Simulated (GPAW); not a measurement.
Here is a GPAW 26.7.0 calculation.

run.py

```python
import numpy as np
from ase.dft.bandgap import bandgap
from ase.io import read, write
from gpaw import GPAW, PW, setup_paths

setup_paths.insert(0, '.')

atoms = read('POSCAR')
atoms.pbc = (True, True, False)

calc = GPAW(mode=PW(450),
            xc='PBEsol',
            kpts={'size': (6, 6, 1), 'gamma': True},
            occupations={'name': 'fermi-dirac', 'width': 0.05},
            nbands=19,
            convergence={'density': 1e-05, 'energy': 1e-05},
            maxiter=150,
            poissonsolver={'dipolelayer': 'xy'},
            txt='gpaw.txt')
atoms.calc = calc
energy = atoms.get_potential_energy()
forces = atoms.get_forces()
calc.write('gs.gpw')
write('result.traj', atoms)
print(f'Energy: {energy:.6f} eV')
print('Forces (eV/A):')
print(forces.round(4))
print('Fermi level:', round(calc.get_fermi_level(), 4), 'eV')
print(f'Gap: {bandgap(calc)[0]:.4f} eV, direct: {bandgap(calc, direct=True)[0]:.4f} eV')

v = calc.get_electrostatic_potential().mean(axis=(0, 1))
z = np.arange(len(v)) * atoms.cell[2, 2] / len(v)
ef = calc.get_fermi_level()
np.savetxt('planar.dat', np.c_[z, v], fmt='%.4f')
below, above = np.interp([1.5, atoms.cell[2, 2] - 1.5], z, v) - ef
print(f'Work functions: bottom {below:.4f} eV, top {above:.4f} eV')
print('Dipole moment:', *calc.get_dipole_moment().round(5), 'e A')
```

File POSCAR:

```
SnSe
1.0
    4.2567828227      0.0000000000      0.0000000000
    0.0000000000      4.2567828227      0.0000000000
    0.0000000000      0.0000000000     15.0000000000
Sn Se
1 1
Direct
    0.5000000000      0.5000000000      0.5000000000
    0.0000000000      0.0000000000      0.5000000000
```

Potentials or basis: PAW data sets generated in the run's folder for this functional, pw.

Command:

```sh
$ gpaw-setup -f PBEsol Se Sn
$ OMP_NUM_THREADS=1 python run.py
```

(1) Estimate the band gap on the k mesh.

(2) Estimate the work function of the upper face.

## Answers

(1) 0.06 eV, direct.

(2) 4.16 eV.

Caveat: the Fermi level lies in a gap; spin-orbit coupling is left out, which moves the levels of the heavy elements.
